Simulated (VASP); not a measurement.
# PbSe (I4/mmm) in VASP: a series of runs

The runs below take PbSe through single point, with r2SCAN, PBE.

Everything below comes from runs of VASP 6.6.1. Logs are shortened: lines on timing, memory, paths and dates and some standing lists are left out, and cuts for length are marked.

### Step 1. The cell of the first run

The structure is tetragonal, space group I4/mmm (No. 139). The conventional cell has a = 4.510 Å, b = 4.510 Å, c = 6.097 Å, α = 90.00°, β = 90.00°, γ = 90.00°. Pb (site symmetry 4/mmm) is surrounded by 6 Se at 3.05 to 3.19 Å. Around Se (site symmetry 4/mmm) lie 6 Pb at 3.05 to 3.19 Å.

Measurements of this composition are mostly on another form, of space group No. 225.

### Step 2. Single point, r2SCAN (epitaxial_xy strain +3.9%)

Contents of POSCAR:

```
PbSe
1.0
    0.0000000000      3.1891002806      3.0484450306
    3.1891002806      0.0000000000      3.0484450306
    3.1891002806      3.1891002806      0.0000000000
Pb Se
1 1
Direct
    0.0000000000      0.0000000000      0.0000000000
    0.5000000000      0.5000000000      0.5000000000
```

Contents of INCAR.step1:

```
  ALGO = Normal
  EDIFF = 1E-4
  ENCUT = 520
  GGA = PE
  ISMEAR = 0
  LASPH = T
  LCHARG = F
  LREAL = F
  LWAVE = T
  NBANDS = 17
  NELM = 100
  PREC = Accurate
  SIGMA = 0.01
```

Contents of INCAR.step2:

```
  ALGO = Normal
  EDIFF = 1E-6
  ENCUT = 520
  ISIF = 2
  ISMEAR = 0
  ISTART = 1
  LASPH = T
  LCHARG = T
  LELF = T
  LMIXTAU = T
  LREAL = F
  LVHAR = T
  LWAVE = F
  METAGGA = R2SCAN
  NBANDS = 17
  NELM = 100
  PREC = Accurate
  SIGMA = 0.01
```

Contents of KPOINTS:

```
k-points
0
Gamma
  8 8 8
```

Potentials or basis: VASP PAW PBE potentials, release 64 (Pb_d, Se).

On the command line:

```console
$ cat potpaw_PBE.64/Pb_d/POTCAR potpaw_PBE.64/Se/POTCAR > POTCAR
$ cp INCAR.step1 INCAR
$ mpirun -np 1 vasp_std > vasp.out
$ cp INCAR.step2 INCAR
$ mpirun -np 1 vasp_std > vasp.out
```

OUTCAR:

```text
EDIFF = 1E-6
   ENCUT = 520
   ISIF = 2
   ISMEAR = 0
   ISTART = 1
   LASPH = T
   LREAL = F
   METAGGA = R2SCAN
   NELM = 100
   PREC = Accurate

 ion  position               nearest neighbor table
   1  0.000  0.000  0.000-   2 3.05   2 3.05   2 3.19   2 3.19   2 3.19   2 3.19
   2  0.500  0.500  0.500-   1 3.05   1 3.05   1 3.19   1 3.19   1 3.19   1 3.19

  LATTYP: Found a body centered tetragonal cell.
 ALAT       =     4.5100688686
 C/A-ratio  =     1.3518396811

  Lattice vectors:

 A1 = (   0.0000000000,  -3.1891002806,  -3.0484450306)
 A2 = (   0.0000000000,   3.1891002806,  -3.0484450306)
 A3 = (   3.1891002806,   0.0000000000,   3.0484450306)

Analysis of symmetry for initial positions (statically):
=====================================================================
 Subroutine PRICEL returns:
 Original cell was already a primitive cell.

 Routine SETGRP: Setting up the symmetry group for a
 body centered tetragonal supercell.

 Subroutine GETGRP returns: Found 16 space group operations
 (whereof 16 operations were pure point group operations)
 out of a pool of 16 trial point group operations.

The static configuration has the point symmetry D_4h.

Analysis of symmetry for dynamics (positions and initial velocities):
=====================================================================
 Subroutine PRICEL returns:
 Original cell was already a primitive cell.

 Routine SETGRP: Setting up the symmetry group for a
 body centered tetragonal supercell.

 Subroutine GETGRP returns: Found 16 space group operations
 (whereof 16 operations were pure point group operations)
 out of a pool of 16 trial point group operations.

The dynamic configuration has the point symmetry D_4h.

 Subroutine INISYM returns: Found 16 space group operations
 (whereof 16 operations are pure point group operations),
 and found     1 'primitive' translations

----------------------------------------------------------------------------------------

                                     Primitive cell

  volume of cell :      62.0076

  direct lattice vectors                    reciprocal lattice vectors
     0.000000000  3.189100281  3.048445031    -0.156784032  0.156784032  0.164018047
     3.189100281  0.000000000  3.048445031     0.156784032 -0.156784032  0.164018047
     3.189100281  3.189100281  0.000000000     0.156784032  0.156784032 -0.164018047

  length of vectors
     4.411731826  4.411731826  4.510068869     0.275797725  0.275797725  0.275797725

  position of ions in fractional coordinates (direct lattice)
     0.000000000  0.000000000  0.000000000
     0.500000000  0.500000000  0.500000000

  ion indices of the primitive-cell ions
   primitive index   ion index
                 1           1
                 2           2

----------------------------------------------------------------------------------------

 KPOINTS: k-points

Automatic generation of k-mesh.
 Grid dimensions read from file:
 generate k-points for:    8    8    8

 Generating k-lattice:

  Cartesian coordinates                     Fractional coordinates (reciprocal lattice)
    -0.019598004  0.019598004  0.020502256     0.125000000  0.000000000  0.000000000
     0.019598004 -0.019598004  0.020502256     0.000000000  0.125000000  0.000000000
     0.019598004  0.019598004 -0.020502256    -0.000000000 -0.000000000  0.125000000

  Length of vectors
     0.034474716  0.034474716  0.034474716

  Shift w.r.t. Gamma in fractional coordinates (k-lattice)
     0.000000000  0.000000000  0.000000000

 Subroutine IBZKPT returns following result:
 ===========================================

 Found     59 irreducible k-points:

 Following reciprocal coordinates:
            Coordinates               Weight
  0.000000  0.000000  0.000000      1.000000
  0.125000  0.000000  0.000000      8.000000
  0.250000  0.000000  0.000000      8.000000
  0.375000  0.000000  0.000000      8.000000
  0.500000  0.000000  0.000000      4.000000
  0.125000  0.125000  0.000000      2.000000
[... 16 lines left out ...]
  0.250000  0.000000  0.125000     16.000000
  0.375000  0.000000  0.125000     16.000000
 [... further k-points ...]
   k-points           NKPTS =     59   k-points in BZ     NKDIM =     59   number of bands    NBANDS=     17
   number of dos      NEDOS =    301   number of ions     NIONS =      2
   total plane-waves  NPLWV =  46656
   dimension x,y,z NGX =    36 NGY =   36 NGZ =   36
   dimension x,y,z NGXF=    72 NGYF=   72 NGZF=   72
   ions per type =               1   1
   NGX,Y,Z   is equivalent  to a cutoff of  13.57, 13.57, 13.27 a.u.
   NGXF,Y,Z  is equivalent  to a cutoff of  27.13, 27.13, 26.54 a.u.
 SYSTEM =  unknown system
   PREC   = accura    normal or accurate (medium, high low for compatibility)
   ISTART =      1    job   : 0-new  1-cont  2-samecut
   ICHARG =      0    charge: 1-file 2-atom 10-const
   ISPIN  =      1    spin polarized calculation?
   LNONCOLLINEAR =      F non collinear calculations
   LSORBIT =      F    spin-orbit coupling
   LASPH  =      T    aspherical Exc in radial PAW
   ENCUT  =  520.0 eV  38.22 Ry    6.18 a.u.   8.20  8.20  8.39*2*pi/ulx,y,z
   NELM   =    100;   NELMIN=  2; NELMDL=  0     # of ELM steps
   EDIFF  = 0.1E-05   stopping-criterion for ELM
   LREAL  =      F    real-space projection
   EDIFFG = 0.1E-04   stopping-criterion for IOM
   NSW    =      0    number of steps for IOM
   IBRION =     -1    ionic relax: 0-MD 1-quasi-New 2-CG
   NFREE  =      0    steps in history (QN), initial steepest desc. (CG)
   ISIF   =      2    stress and relaxation
   ISYM   =      2    0-nonsym 1-usesym 2-fastsym
   POTIM  = 0.5000    time-step for ionic-motion
   TEBEG  =    0.0;   TEEND  =   0.0 temperature during run
   PSTRESS=    0.0 pullay stress
   NELECT =      20.0000    total number of electrons
   NUPDOWN=      -1.0000    fix difference up-down
   EMIN   =  10.00;   EMAX   =-10.00  energy-range for DOS
   EFERMI =   0.00;   METHOD = LEGACY
   ISMEAR =     0;   SIGMA  =   0.01  broadening in eV -4-tet -1-fermi 0-gaus
   EFERMI_NEDOS =   21; number of points for ismear=-14 and -15
   IALGO  =     38    algorithm
   IMIX   =      4    mixing-type and parameters
     AMIX     =   0.40;   BMIX     =  1.00
     AMIX_MAG =   1.60;   BMIX_MAG =  1.00
  volume/ion in A,a.u.               =      31.00       209.22
  Fermi-wavevector in a.u.,A,eV,Ry     =   1.122716  2.121626 17.150025  1.260491
  Thomas-Fermi vector in A             =   2.259378
   LORBIT       =      0    0 simple, 1 ext, 2 COOP (PROOUT), +10 PAW based schemes
   METAGGA = R2SCAN    functional components
   LHFCALC =     F    Hartree Fock is set to
   AEXX    =    0.0000 exact exchange contribution
   IVDW    =     0    specifies the selected vdW correction
   LEPSILON=     F    determine dielectric tensor
   LRPA    =     F    only Hartree local field effects (RPA)
 non-spin polarized calculation
 Gauss-broadening in eV      SIGMA  =   0.01
  energy-cutoff  :      520.00
  volume of cell :       62.01
 maximum number of plane-waves:      1695
 NGX is ok and might be reduce to    36
   NGX = 17   NGY = 17   NGZ = 17

 number of electron      19.9999999 magnetization

 Free energy of the ion-electron system (eV)
  ---------------------------------------------------
  ext. energy  EPLUGINS =         0.00000000
  ---------------------------------------------------
  free energy    TOTEN  =       -71.89199055 eV

  energy without entropy =      -71.89199055  energy(sigma->0) =      -71.89199055

 E-fermi :   4.0424     XC(G=0):  -9.6822

 val. band max:        3.9615369280   @ k =   0.5000   0.0000   0.0000
 cond. band min:       4.7246929927   @ k =   0.5000   0.0000   0.0000
 fundamental gap:      0.7631560647
 Fermi energy:         4.0424185832

 k-point     1 :       0.0000    0.0000    0.0000
  band No.  band energies     occupation
      1     -13.3953      2.00000
      2     -13.3910      2.00000
      3     -13.3766      2.00000
      4     -13.3766      2.00000
      5     -13.3643      2.00000
      6      -9.5251      2.00000
[... 9 lines left out ...]
     16      11.2760      0.00000
     17      12.1770      0.00000

 k-point     2 :       0.1250    0.0000    0.0000
  band No.  band energies     occupation
      1     -13.3941      2.00000
      2     -13.3922      2.00000
      3     -13.3752      2.00000
      4     -13.3736      2.00000
      5     -13.3660      2.00000
      6      -9.4192      2.00000
[... 9 lines left out ...]
     16      11.4950      0.00000
     17      13.2065      0.00000

 k-point     3 :       0.2500    0.0000    0.0000
  band No.  band energies     occupation
      1     -13.3968      2.00000
      2     -13.3926      2.00000
      3     -13.3755      2.00000
      4     -13.3656      2.00000
      5     -13.3649      2.00000
      6      -9.1319      2.00000
[... 9 lines left out ...]
     16      12.2936      0.00000
     17      15.0647      0.00000

 k-point     4 :       0.3750    0.0000    0.0000
  band No.  band energies     occupation
      1     -13.4021      2.00000
      2     -13.3931      2.00000
      3     -13.3787      2.00000
      4     -13.3602      2.00000
      5     -13.3555      2.00000
      6      -8.7791      2.00000
[... 9 lines left out ...]
     16      13.6345      0.00000
     17      15.5903      0.00000
[... 343 lines left out ...]
      1     -13.3957      2.00000
      2     -13.3917      2.00000
      3     -13.3783      2.00000
      4     -13.3714      2.00000
      5     -13.3658      2.00000
      6      -9.3886      2.00000
[... 9 lines left out ...]
     16      12.1220      0.00000
     17      12.7992      0.00000

 k-point    23 :       0.2500    0.0000    0.1250
  band No.  band energies     occupation
      1     -13.4029      2.00000
      2     -13.3887      2.00000
      3     -13.3773      2.00000
      4     -13.3696      2.00000
      5     -13.3626      2.00000
      6      -9.1649      2.00000
[... 9 lines left out ...]
     16      12.8858      0.00000
     17      13.9928      0.00000

 k-point    24 :       0.3750    0.0000    0.1250
  band No.  band energies     occupation
      1     -13.4091      2.00000
      2     -13.3886      2.00000
      3     -13.3760      2.00000
      4     -13.3682      2.00000
      5     -13.3554      2.00000
      6      -8.8299      2.00000
[... 9 lines left out ...]
     16      14.0566      0.00000
     17      15.3934      0.00000

 [... further k-points ...]

------------------------ aborting loop because EDIFF is reached ----------------------------------------

  FORCE on cell =-STRESS in cart. coord.  units (eV):
  Direction    XX          YY          ZZ          XY          YZ          ZX
  --------------------------------------------------------------------------------------
  -------------------------------------------------------------------------------------
  Total       -1.3753144     -1.3753144      0.3377386      0.0000000      0.0000000     -0.0000000
  in kB      -35.5359450    -35.5359450      8.7266289      0.0000000      0.0000000     -0.0000000
  external PRESSURE =     -20.7817537 kB  Pullay stress =       0.0000000 kB

 VOLUME and BASIS-vectors are now :
 -----------------------------------------------------------------------------
  energy-cutoff  :      520.00
  volume of cell :       62.01
      direct lattice vectors                 reciprocal lattice vectors
     0.000000000  3.189100281  3.048445031    -0.156784032  0.156784032  0.164018047
     3.189100281  0.000000000  3.048445031     0.156784032 -0.156784032  0.164018047
     3.189100281  3.189100281  0.000000000     0.156784032  0.156784032 -0.164018047

 POSITION                                       TOTAL-FORCE (eV/Angst)
 -----------------------------------------------------------------------------------
      0.00000      0.00000      0.00000         0.000000     -0.000000      0.000000
      3.18910      3.18910      3.04845        -0.000000      0.000000     -0.000000
 -----------------------------------------------------------------------------------
    total drift:                                0.000000      0.000000      0.000000

  FREE ENERGIE OF THE ION-ELECTRON SYSTEM (eV)
  ---------------------------------------------------
  free  energy   TOTEN  =       -71.8919905512 eV

  energy  without entropy=      -71.8919905512  energy(sigma->0) =      -71.89199055
```

It took 1.7 min on 1 thread of Intel Xeon 6975P-C (Granite Rapids), shared host; peak memory 0.25 GiB.

What came out:

* Free energy: -71.8920 eV
* Pressure: -2.1 GPa
* Band gap on the k mesh: 0.76 eV, direct

Caveat: the PAW data sets were made with another functional, which shifts forces and pressure a little; spin-orbit coupling is left out, which as a rule narrows the gap of such compounds by several tenths of an eV. A k mesh can miss the band edges.

### Step 3. Single point, PBE (epitaxial_xy strain +3.9%)

Contents of INCAR:

```
PREC = Accurate ; ENCUT = 520
EDIFF = 1E-6 ; ISMEAR = -1
SIGMA = 0.02 ; LREAL = False
LASPH = True ; NELM = 100
ALGO = Normal ; ISIF = 2
LWAVE = False ; LCHARG = False
GGA = PE ; NBANDS = 17
```

Contents of KPOINTS:

```
regular mesh
0
Gamma
  8 8 8
```

POSCAR is that of step 2.

Potentials or basis: VASP PAW PBE potentials, release 64 (Pb_d, Se).

On the command line:

```console
$ cat potpaw_PBE.64/Pb_d/POTCAR potpaw_PBE.64/Se/POTCAR > POTCAR
$ mpirun -np 1 vasp_std > vasp.out
```

It took 22 s on 1 thread of Intel Xeon 6975P-C (Granite Rapids), shared host; peak memory 0.23 GiB.

The run converged. Its results:

```
Free energy            : -8.1660 eV
Pressure               : -1.1 GPa
Band gap on the k mesh : 0.47 eV, direct
```

Stress tensor (GPa, compression positive):
```
-2.59  0.00  0.00
 0.00 -2.59  0.00
 0.00  0.00  1.78
```

Levels at points of the mesh, in eV from the valence-band top:
```csv
k point,band 8,band 9,band 10,band 11,band 12,band 13
"(0.00, 0.00, 0.00)",-1.80,-1.40,-1.40,4.23,4.23,5.22
"(0.50, 0.00, 0.00)",-1.22,-1.15,0.00,0.47,1.74,1.99
"(0.50, 0.50, 0.00)",-4.42,-2.81,-2.81,3.92,5.18,5.18
"(0.50, 0.00, 0.50)",-4.32,-2.96,-2.50,4.08,4.92,5.54
```

Caveat: spin-orbit coupling is left out, which as a rule narrows the gap of such compounds by several tenths of an eV. A k mesh can miss the band edges.
